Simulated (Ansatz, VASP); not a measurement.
One calculation of ScAl3, two programs

INCAR

```
SYSTEM = ScAl3
PREC = Accurate
ENCUT = 520
EDIFF = 1E-6
ISMEAR = 0
SIGMA = 0.1
LREAL = .False.
LASPH = .True.
NELM = 150
ALGO = Fast
ISIF = 2
LWAVE = .False.
LCHARG = .True.
ISPIN = 2
MAGMOM = 1 0 0 0
LORBIT = 11
LMAXMIX = 4
GGA = PE
LELF = .True.
LVHAR = .True.
NBANDS = 22
```

File KPOINTS:

```
regular mesh
0
Gamma
  4 4 4
  0 0 0
```

Contents of POSCAR:

```
ScAl3
1.0
    4.0878067000      0.0000000000      0.0000000000
    0.0000000000      4.0878067000      0.0000000000
    0.0000000000      0.0000000000      4.0878067000
Sc Al
1 3
Direct
    0.0000000000      0.0000000000      0.0000000000
    0.5000000000      0.0000000000      0.5000000000
    0.0000000000      0.5000000000      0.5000000000
    0.5000000000      0.5000000000      0.0000000000
```

Input for Ansatz:

```yaml
crystal:
  lattice:
    - [4.0878067, 0.0, 0.0]
    - [0.0, 4.0878067, 0.0]
    - [0.0, 0.0, 4.0878067]
  atoms:
    - { symbol: Sc, position: [0.0, 0.0, 0.0], spin: 1.0 }
    - { symbol: Al, position: [0.5, 0.0, 0.5] }
    - { symbol: Al, position: [0.0, 0.5, 0.5] }
    - { symbol: Al, position: [0.5, 0.5, 0.0] }
basis:
  ecutwfc: 420
kpoints:
  mp_grid: { grid: [4, 4, 4] }
hamiltonian:
  xc: pbe
scf:
  occupations: { method: gaussian, width: 0.1 }
  lower_state_search: "off"
output:
  forces: true
  stress: true
  eigenvalues: true
  populations: true
magnetization:
  spin_polarized: true
```

Alike in both runs: task single point; functional PBE; k mesh 4 × 4 × 4; occupations gaussian, width 0.1 eV; collinear spin.

```csv
,VASP,Ansatz
version,VASP 6.6.1,Ansatz 0.2.0
potentials or method,"VASP PAW PBE potentials, release 64 (Sc_sv, Al)","scalar-relativistic, plane waves, PAW"
plane-wave cutoff (eV),520,420
valence electrons in the cell,20,20
```

VASP gave:

* gap on the k mesh at the Fermi level (eV): none
* pressure (GPa): 1.4
* net moment per atom (μB): 0.00

Task: Estimate Ansatz's values.

Result: gap on the k mesh at the Fermi level (eV): none; pressure (GPa): 1.3; net moment per atom (μB): 0.00.

A gap of «none» marks a metal or a gap that the smearing closes. Ansatz warned: «seeded_moment_not_kept».

Caveats: the k mesh is coarse (spacing up to 0.38 Å⁻¹), so the values aren't converged.
